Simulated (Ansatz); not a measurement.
# PbO2 monolayer (2H): from the cell to its phonons, part 2 of 3

Task: relax PbO2 monolayer (2H), then find its harmonic phonons.

Ansatz 0.2.0; DFT PBE, scalar-relativistic, plane waves, PAW.

So far. Step 2 (Rough relaxation): The program solves this slab on a cell height of its own, 28.7 Å, in place of the one typed.

### 4. Tight relaxation

Phonons need a cell at rest on their own settings, so the relaxation is repeated with tight tolerances on forces and stress, using the mesh and the filling of the phonon run that follows.

The input, input.yaml:

```yaml
crystal:
  lattice:
    - [3.2737247553, 0.0, 0.0]
    - [-1.6368623777, 2.8351288031, 0.0]
    - [0.0, 0.0, 28.7]
  atoms:
    - { symbol: Pb, position: [0.3333333333, 0.6666666667, 0.3484320557] }
    - { symbol: O, position: [0.6666666667, 0.3333333333, 0.3933547973] }
    - { symbol: O, position: [0.6666666667, 0.3333333333, 0.3035093142] }
  periodic: [true, true, false]
kpoints:
  mp_grid: { grid: [18, 18, 1] }
hamiltonian:
  xc: pbe
scf:
  occupations: { method: methfessel_paxton, width: 0.15 }
output:
  forces: true
  stress: true
  eigenvalues: true
  write_density: true
  write_potential: true
  elf: true
  volumetric_format: npy
relax:
  adjacent_minimum: "off"
  f_tol: 0.001
  max_steps: 60
  cell: { stress_2d_tol: 0.002 }
```

Started as:

```
> ansatz run input.yaml --threads 8 --pin off --max-ram 14336MiB --backend cpu --events-out ev --progress --plain --runs-dir out
```

Numbers of over 12 decimals in the logs are rounded to 6 here.

What it wrote:

```text
[...]
Crystal: 3 atoms, lattice volume = 266.377 Å³
Basis set: ecut = 420 eV, 5303 PW (Γ), exchange–correlation on 48×48×384 points (8 copies of the dense FFT grid, shifted against one another)
Bands: 17, of which v1, the nominal top of the filled ones, is band 13 counted from 1 (12 counted from 0)
Symmetry: 12 space group operations
[...]
--- Relaxed structure (4 steps of the walk, 3 accepted, 1 SCFs on fresh bases) ---
[...]
cell:  # Å, volume = 266.1779 Å³
    - [3.272500, 2.88566664784533e-11, 0]
    - [-1.636250, 2.834068, 0]
    - [0, 0, 28.7]
  atoms:
    - { symbol: Pb, position: [0.333333, 0.666667, 0.348432] }
    - { symbol: O, position: [0.666667, 0.333333, 0.393386] }
    - { symbol: O, position: [0.666667, 0.333333, 0.303478] }
[key lines of the parts left out:]
SCF converged after 7 iterations
Free energy (F): -13037.337564 eV
Fermi energy:    -8.262398 eV
P = ½ c Tr σ = -0.0018 N/m
```

Wall time 14 s (8 threads of Arm Neoverse V2, shared host); peak memory 0.74 GiB.

Little changed from the start: no atom moved by 0.005 Å and no cell edge by 0.1 %.

Numbers from this step:

```yaml
area_per_atom: 3.091 Å²
```

Valence density in the ac plane at fractional y = 0.333, with atoms of O within 0.2 Å of it. It is the smooth field of the valence electrons, not physical close to the nuclei.

Ten steps, logarithmic in the rise over the least value, from '0' (0.0 e/Å³) to '9' (5.3 e/Å³), each cell a mean:
```
00000000000000000
00000000000000000
00000000000000000
00000000000000000
00000000000000000
00000000000000000
00000000000000000
00000000000000000
00000000000000000
00000000000000000
00000000000000000
00000000000000000
00000000000000000
00000011233443221
32222335689999764
45555544444444444
33223335689999764
10000012345554321
00000000000000000
00000000000000000
00000000000000000
00000000000000000
00000000000000000
00000000000000000
```
Columns run along a (3.3 Å), rows up along c (28.7 Å). Atoms in or near the plane, at fractional coordinates: O at (0.67, 0.39), O at (0.67, 0.30).

ELF in the ac plane at fractional y = 0.333, with atoms of O within 0.2 Å of it. It is the smooth field of the valence electrons, not physical close to the nuclei.

Values, 24 rows by 14 columns, each cell a mean:
```
0.00 0.00 0.00 0.00 0.00 0.00 0.00 0.00 0.00 0.00 0.00 0.00 0.00 0.00
0.00 0.00 0.00 0.00 0.00 0.00 0.00 0.00 0.00 0.00 0.00 0.00 0.00 0.00
0.00 0.00 0.00 0.00 0.00 0.00 0.00 0.00 0.00 0.00 0.00 0.00 0.00 0.00
0.00 0.00 0.00 0.00 0.00 0.00 0.00 0.00 0.00 0.00 0.00 0.00 0.00 0.00
0.00 0.00 0.00 0.00 0.00 0.00 0.00 0.00 0.00 0.00 0.00 0.00 0.00 0.00
0.00 0.00 0.00 0.00 0.00 0.00 0.00 0.00 0.00 0.00 0.00 0.00 0.00 0.00
0.00 0.00 0.00 0.00 0.00 0.00 0.00 0.00 0.00 0.00 0.00 0.00 0.00 0.00
0.00 0.00 0.00 0.00 0.00 0.00 0.00 0.00 0.00 0.00 0.00 0.00 0.00 0.00
0.00 0.00 0.00 0.00 0.00 0.00 0.00 0.00 0.00 0.00 0.00 0.00 0.00 0.00
0.00 0.00 0.00 0.00 0.00 0.00 0.00 0.00 0.00 0.00 0.00 0.00 0.00 0.00
0.00 0.00 0.00 0.00 0.00 0.00 0.00 0.00 0.00 0.00 0.00 0.00 0.00 0.00
0.00 0.00 0.00 0.00 0.00 0.00 0.00 0.00 0.00 0.00 0.00 0.00 0.00 0.00
0.00 0.00 0.00 0.00 0.00 0.01 0.02 0.03 0.04 0.04 0.04 0.03 0.02 0.01
0.11 0.03 0.01 0.01 0.06 0.20 0.36 0.48 0.56 0.59 0.58 0.53 0.43 0.28
0.28 0.13 0.10 0.11 0.20 0.45 0.69 0.79 0.75 0.64 0.69 0.78 0.76 0.59
0.25 0.32 0.35 0.34 0.29 0.23 0.22 0.26 0.30 0.32 0.32 0.29 0.24 0.21
0.28 0.15 0.13 0.14 0.20 0.42 0.65 0.76 0.73 0.63 0.67 0.76 0.73 0.55
0.14 0.03 0.01 0.02 0.08 0.25 0.42 0.56 0.63 0.67 0.65 0.60 0.50 0.34
0.00 0.00 0.00 0.00 0.00 0.01 0.02 0.04 0.06 0.06 0.06 0.05 0.03 0.02
0.00 0.00 0.00 0.00 0.00 0.00 0.00 0.00 0.00 0.00 0.00 0.00 0.00 0.00
0.00 0.00 0.00 0.00 0.00 0.00 0.00 0.00 0.00 0.00 0.00 0.00 0.00 0.00
0.00 0.00 0.00 0.00 0.00 0.00 0.00 0.00 0.00 0.00 0.00 0.00 0.00 0.00
0.00 0.00 0.00 0.00 0.00 0.00 0.00 0.00 0.00 0.00 0.00 0.00 0.00 0.00
0.00 0.00 0.00 0.00 0.00 0.00 0.00 0.00 0.00 0.00 0.00 0.00 0.00 0.00
```
Columns run along a (3.3 Å), rows up along c (28.7 Å). Atoms in or near the plane, at fractional coordinates: O at (0.67, 0.39), O at (0.67, 0.30).

Electrostatic potential energy in the ac plane at fractional y = 0.333, with atoms of O within 0.2 Å of it. With pseudopotentials it is smooth inside the atoms' cores, unlike the true potential.

Values in eV, 24 rows by 14 columns, each cell a mean:
```
  0   0   0   0   0   0   0   0   0   0   0   0   0   0
  0   0   0   0   0   0   0   0   0   0   0   0   0   0
  0   0   0   0   0   0   0   0   0   0   0   0   0   0
  0   0   0   0   0   0   0   0   0   0   0   0   0   0
  0   0   0   0   0   0   0   0   0   0   0   0   0   0
  0   0   0   0   0   0   0   0   0   0   0   0   0   0
  0   0   0   0   0   0   0   0   0   0   0   0   0   0
  0   0   0   0   0   0   0   0   0   0   0   0   0   0
  0   0   0   0   0   0   0   0   0   0   0   0   0   0
  0   0   0   0   0   0   0   0   0   0   0   0   0   0
  0   0   0   0   0   0   0   0   0   0   0   0   0   0
  0   0   0   0   0   0   0   0   0   0   0   0   0   0
  0   0   0   0   0   0   0   0   0   0   0   0   0   0
  0  -1  -1  -1   0   0   0  -1  -2  -3  -3  -1  -1   0
 -5  -6  -6  -6  -5  -5 -10 -20 -25 -26 -26 -24 -14  -6
-16 -22 -24 -24 -20 -14 -10  -8  -7  -7  -7  -7  -8 -11
 -6  -7  -8  -7  -6  -6 -10 -20 -24 -25 -25 -23 -15  -7
 -1  -1  -1  -1  -1  -1  -1  -2  -5  -6  -6  -4  -1  -1
  0   0   0   0   0   0   0   0   0   0   0   0   0   0
  0   0   0   0   0   0   0   0   0   0   0   0   0   0
  0   0   0   0   0   0   0   0   0   0   0   0   0   0
  0   0   0   0   0   0   0   0   0   0   0   0   0   0
  0   0   0   0   0   0   0   0   0   0   0   0   0   0
  0   0   0   0   0   0   0   0   0   0   0   0   0   0
```
Columns run along a (3.3 Å; values clipped at the 3rd and 97th percentile), rows up along c (28.7 Å). Atoms in or near the plane, at fractional coordinates: O at (0.67, 0.39), O at (0.67, 0.30).

The largest force component left is 0.39 meV/Å, within the tolerances set.

### 5. Linear response at the zone centre

The zone centre comes first: it holds the modes that light can see, as far as symmetry allows. No field response is asked, since the mesh shows no gap.

input.yaml, the sections that differ from step 4:

```yaml
crystal:
  lattice:
    - [3.2725003306, 0.0, 0.0]
    - [-1.6362501653, 2.8340684201, 0.0]
    - [0.0, 0.0, 28.7]
  atoms:
    - { symbol: Pb, position: [0.3333333333, 0.6666666667, 0.3484320557] }
    - { symbol: O, position: [0.6666666667, 0.3333333333, 0.3933859536] }
    - { symbol: O, position: [0.6666666667, 0.3333333333, 0.3034781579] }
  periodic: [true, true, false]
output:
  eigenvalues: true
phonons:
  method: dfpt
# kpoints, hamiltonian, scf: as in step 4
# relax: removed
```

What it wrote:

```text
Warning: crystal.symmetry: narrowed to the stabiliser of the run's FFT grids — unitary ops 12 → 6. A phonons.method: dfpt run fills in the rows of the dynamical matrix that it does not solve by its symmetry operations, which is exact only for operations that map its FFT grids onto themselves: filled in by any other, the frequencies could depend on the order in which like atoms are typed, or, by more than the grids' own error, on where the crystal sits among the grids' points. Excluded: 6 operations. The run can therefore solve more perturbations, solve them on more k-points, or both, and cost more. [rest of the remark cut]
[...]
Crystal: 3 atoms, lattice volume = 266.178 Å³
Basis set: ecut = 420 eV, 5303 PW (Γ), exchange–correlation on 48×48×384 points (8 copies of the dense FFT grid, shifted against one another)
Bands: 17, of which v1, the nominal top of the filled ones, is band 13 counted from 1 (12 counted from 0)
Symmetry: 12 space group operations
k-points: 91 of 324 (irreducible under 2 space group operations, time reversal used)
[...]
SCF iter   1: F=—  HF=-13037.342306 eV  |F-HF|=—  |Δ(HF+E_count)|=         —  Δρ=2.85e-3  dr2=1.43e-2  ethr=1.77e-3  ⟨swp⟩=11.8  Hψ=14716  notcnv=0
[...]
SCF iter   9: F=-13037.337564 eV  HF=-13037.337564 eV  |F-HF|=1.40e-10  |Δ(HF+E_count)|=   2.62e-9  S|Δr|=    0.00e0  Δρ=4.09e-8  dr2=2.19e-12  ethr=1.00e-12  ⟨swp⟩=19.9  Hψ=15495  notcnv=0
SCF 1 converged in 9 iterations: F = -13037.337564 eV  dr2 = 2.19e-12
[...]
DFPT response loops at Γ: preconditioner auto → none (partly filled bands, converged f_vac=0.807); β = 0.50; Broyden in place of MSR1
SCF converged after 9 iterations
[...]
Free energy (F): -13037.337564 eV
[...]
Internal energy: -13037.343596 eV  (E = F + TS)
E sigma→0 (E₀):  -13037.339072 eV
Entropy (-TS):   0.006032 eV (2.011 meV/atom)
Fermi energy:    -8.262394 eV
[...]
--- Band table (eV; the first three rows and the last of 91) ---
  k-point 0: bands = [... 9 lower, -9.3956, -9.0340, -9.0340, -8.9266, -8.2914, -3.1410, -0.3756, -0.1090]
  k-point 1: bands = [... 9 lower, -9.4324, -9.1418, -9.0333, -8.9015, -8.1224, -3.0038, -0.3282, -0.0526]
  k-point 2: bands = [... 9 lower, -9.5381, -9.4090, -9.0313, -8.8523, -7.7708, -2.6274, -0.2042, 0.1161]
  k-point 90: bands = [... 9 lower, -11.0159, -10.8693, -9.3740, -8.3926, -5.9492, -3.2936, 0.4675, 0.6972]
--- Phonons (Γ-DFPT): 6 representative perturbations + reference, on 91 of 324 k-points (Σ response iterations 34) ---
  ASR residual: 7.096e-5 → 0.000e0 eV/Å²; symmetrization residual: 2.191e-5 eV/Å²
  The last average, over the group as it would stand without the narrowing to the FFT grids, took up to 6.106e-6 eV/Å² of the zone centre's force constants
  ASR residual per site (eV/Å²): 5.57e-5 7.10e-5 5.85e-5
  Γ frequencies (cm⁻¹): -102.17 -102.17 0.00 0.00 0.00 268.33 268.33 411.74 528.57
  non-analytic LO–TO correction: not included (Born effective charges unavailable; polar crystals: no LO–TO splitting at Γ)
```

The job ended after 42 s (8 threads; peak memory 1.7 GiB; 5.1 min of CPU time).

Numbers from this step:

* sum-rule residual before enforcement: 7.10e-5 eV/Å²
* point group: -6m2
* highest optical mode at the zone centre (no LO-TO term): 528.6 cm⁻¹
* lowest optical zone-centre mode: -102.2 cm⁻¹

Patterns of degenerate modes are one choice out of their space. Modes at Γ, with each element's share of the kinetic energy (negative means imaginary):

```csv
mode,frequency (cm⁻¹),symmetry,Pb %,O %
1,-102.2,E'',0,100
2,-102.2,E'',0,100
3,0.0,acoustic,87,13
4,0.0,acoustic,87,13
5,0.0,acoustic,87,13
6,268.3,E',13,87
7,268.3,E',13,87
8,411.7,A2'',13,87
9,528.6,A1',0,100
```

Displacements in mode 1 (-102.2 cm⁻¹), the largest set to 1:
```
Pb1  0.00  0.00  0.00
O2   0.00  1.00  0.00
O3   0.00 -1.00  0.00
```

Displacements in mode 6 (268.3 cm⁻¹), the largest set to 1:
```
Pb1  0.00 -0.15  0.00
O2   0.00  1.00  0.00
O3   0.00  1.00  0.00
```

Before it was imposed, the acoustic sum rule was missed by 7.1e-5 eV/Å². Small misses are needed for a sound result but don't prove that mesh and cutoff are converged. The lowest optical mode is imaginary, 102.2i cm⁻¹, so the energy falls along it.

### 6. The dispersion

Stability and thermal properties need the whole zone. Linear response on a 6×6×1 q mesh gives force constants as far as a supercell of that size would.

input.yaml: that of step 5 with these lines changed.

```diff
@@ -20 +20,10 @@
   method: dfpt
+  qmesh: [6, 6, 1]
+  temperatures: { t_max: 1000, t_step: 50 }
+  qpath:
+    path:
+      - [0.0, 0.0, 0.0]
+      - [0.5, 0.0, 0.0]
+      - [0.33333333, 0.33333333, 0.0]
+      - [0.0, 0.0, 0.0]
+    npoints: 10
```

What it wrote:

```text
[...]
Crystal: 3 atoms, lattice volume = 266.178 Å³
Basis set: ecut = 420 eV, 5303 PW (Γ), exchange–correlation on 48×48×384 points (8 copies of the dense FFT grid, shifted against one another)
Bands: 17, of which v1, the nominal top of the filled ones, is band 13 counted from 1 (12 counted from 0)
Symmetry: 12 space group operations
k-points: 37 of 324 (irreducible under 6 space group operations, time reversal used)
[...]
SCF iter   1: F=—  HF=-13037.342350 eV  |F-HF|=—  |Δ(HF+E_count)|=         —  Δρ=2.86e-3  dr2=1.42e-2  ethr=1.77e-3  ⟨swp⟩=11.4  Hψ=5849  notcnv=0
[...]
SCF iter   9: F=-13037.337564 eV  HF=-13037.337564 eV  |F-HF|=1.47e-10  |Δ(HF+E_count)|=   4.35e-9  S|Δr|=    0.00e0  Δρ=5.05e-8  dr2=3.89e-12  ethr=1.00e-12  ⟨swp⟩=21.7  Hψ=6523  notcnv=0
SCF 1 converged in 9 iterations: F = -13037.337564 eV  dr2 = 3.89e-12
[...]
NSCF: frozen V_eff on 37 k-points
[...]
DFPT response loops at q = (0, 0, 0) (fractional): preconditioner auto → none (partly filled bands, converged f_vac=0.807); β = 0.50; Broyden in place of MSR1
[...]
SCF converged after 9 iterations
[...]
Free energy (F): -13037.337564 eV
[...]
Internal energy: -13037.343596 eV  (E = F + TS)
E sigma→0 (E₀):  -13037.339072 eV
Entropy (-TS):   0.006032 eV (2.011 meV/atom)
Fermi energy:    -8.262395 eV
[...]
--- Band table (eV; the first three rows and the last of 37) ---
  k-point 0: bands = [... 9 lower, -9.3956, -9.0340, -9.0340, -8.9266, -8.2914, -3.1410, -0.3756, -0.1090]
  k-point 1: bands = [... 9 lower, -9.4324, -9.1418, -9.0333, -8.9015, -8.1224, -3.0038, -0.3282, -0.0526]
  k-point 2: bands = [... 9 lower, -9.5381, -9.4090, -9.0313, -8.8523, -7.7708, -2.6274, -0.2042, 0.1160]
  k-point 36: bands = [... 9 lower, -11.0491, -10.8877, -9.5972, -8.3387, -5.7037, -3.4794, 0.3519, 1.1390]
--- Phonons (Γ-DFPT): 6 representative perturbations + reference (Σ response iterations 34) ---
  ASR residual: 8.460e-5 → 0.000e0 eV/Å²; symmetrization residual: 1.344e-5 eV/Å²
[...]
ASR residual per site (eV/Å²): 7.39e-5 8.46e-5 7.65e-5
  Γ frequencies (cm⁻¹): -102.17 -102.17 0.00 0.00 0.00 268.33 268.33 411.74 528.57
--- Phonons (arbitrary-q DFPT): 7 irreducible q on the 6×6×1 mesh ---
  q = [0.0000, 0.0000, 0.0000] (star 1, of the zone-centre solve; hermiticity 1.56e-6, symmetrization 1.42e-12, taken by the last average 1.11e-7): -102.17 -102.17 -0.00 0.00 0.00 268.33 268.33 411.74 528.57
  q = [0.0000, 0.1667, 0.0000] (star 6, 9 solved perturbations on 171 of 324 k-point pairs; hermiticity 1.58e-6, symmetrization 6.13e-11, taken by the last average 1.68e-7): -60.02 -9.41 52.93 89.37 157.46 277.80 317.18 391.85 525.47
[...]
q = [0.1667, 0.1667, 0.0000] (star 6, 6 solved perturbations in 1485 linear systems a pass and spin channel, the states on 324 of 324 k-point pairs; hermiticity 8.19e-7, symmetrization 2.16e-10, taken by the last average 1.11e-7): -8.49 90.81 116.35 132.63 239.39 299.27 358.11 371.32 516.29
[...]
sum rule: each row above includes the acoustic sum rule's correction from the zone centre's row sums; it moved no ω² by more than (1.20 cm⁻¹)²
  mesh force constants: q→R imaginary residual 9.27e-19; ASR residual 8.460e-5 → 0.000e0 eV/Å²; symmetrization residual 1.421e-14 eV/Å²
  interpolated dispersion: 31 rows × 9 modes
  density of states and harmonic sums: on the 24×24×1 q-mesh, interpolated from the force constants of a 6×6×1 supercell (no non-analytic term)
  largest difference from the sums on the solved wave vectors: F 6.57e-2 eV, S 8.14e-5 and C_V 1.69e-5 eV/K
  zero-point energy: 0.133720 eV/cell   skipped modes (ω ≤ 0): 36, of them read as no rigid motion or as one in doubt: 33 (4.514e-1 modes/cell left out, lowest -102.17 cm⁻¹)   left out of the sums: 5.07e-2 of the cell's modes: C_V's classical limit lies that fraction below 3 k_B per atom; for a crystal, a wire or a layer, F and S can be off by more, and a phonons.interpolated_qmesh denser along its periods is the remedy for the sampling
```

Elapsed: 9.2 min, on 8 threads; peak memory 3.2 GiB; 71 min of CPU time.

Numbers from this step:

```yaml
sum_rule_residual_before_enforcement: 8.46e-5 eV/Å²
lowest_frequency_on_the_path: -102.2 cm⁻¹
highest_frequency_on_the_path_or_at_a_solved_wavevector: 528.6 cm⁻¹
lowest_mode_on_the_q_mesh_acoustic_modes_at_gamma_apart: -102.2 cm⁻¹
```

Frequencies (cm⁻¹) solved at each irreducible wavevector; negative means imaginary. Frequencies by wavevector, by row:

```csv
q in reciprocal lattice units,star,mode 1,mode 2,mode 3,mode 4,mode 5,mode 6,mode 7,mode 8,mode 9
0 0 0,1,-102.2,-102.2,0,0,0,268.3,268.3,411.7,528.6
0 0.1667 0,6,-60,-9.4,52.9,89.4,157.5,277.8,317.2,391.9,525.5
0 0.3333 0,6,14.5,86.3,94.8,152.1,267.4,292.2,364.1,372.5,514.6
0 -0.5 0,3,24.2,97.4,121.7,177.8,297.9,301.5,346.5,386.8,511.5
0.1667 0.1667 0,6,-8.5,90.8,116.3,132.6,239.4,299.3,358.1,371.3,516.3
0.1667 0.3333 0,12,20.5,117.1,166.4,181.8,285.9,320.7,348.3,378.1,510.8
0.3333 0.3333 0,2,24.9,150.9,155.3,252.5,269,340.1,355.1,362,508.9
```

Interpolated from a 6×6×1 q mesh. Phonon branches along the path, in cm⁻¹:

```csv
point,branch 1,branch 2,branch 3,branch 4,branch 5,branch 6,branch 7,branch 8,branch 9
Γ,-102,-102,0,0,0,268,268,412,529
halfway,-4,53,72,124,225,286,350,378,520
M,24,97,122,178,298,302,346,387,512
halfway,22,120,171,190,293,324,343,380,510
K,25,151,155,252,269,340,355,362,509
halfway,-8,91,116,133,239,299,358,371,516
Γ,-102,-102,0,0,0,268,268,412,529
```

The phonon branches as a text plot (rows in cm⁻¹):

```
    515 |********************************************************
    489 |
    463 |
    437 |
    410 |*****                                             ******
    384 |     ******  ****************       *****  *******
    358 |         ****************    ****************
    331 |       **                ****************    *****
    305 |     **      **************              ****     **
    279 |*****************          **************    ***********
    253 |           **                  ***       **
    226 |         **                 ***   ****     **
    200 |       **                 **                 ***
    174 |               ****************     *****       **
    147 |     **    ****       ***   ********  *****
    121 |         **    *******   ***        *****  *****
     95 |       **    ************                ****   ****
     69 |   **********                                *******
     42 | ******  **                                       *****
     16 | **        ********************************     **  ***
    -10 |***********                                *****  ******
    -36 |       **                                       **
    -63 |     **                                             ***
    -89 |*****                                             ******
         Γ                   M           K                      Γ
```

(Part 2 of 3 ends here.)

[Logs are printed without paths, hosts, clocks, repeated set-up lines and the standing remarks that a program may print on its own settings, such as how far it seeks lower states.]

[Hosts, paths, dates, database ids (printed as entryN), source tags and the programs' standing remarks are cut or masked in the printed files.]
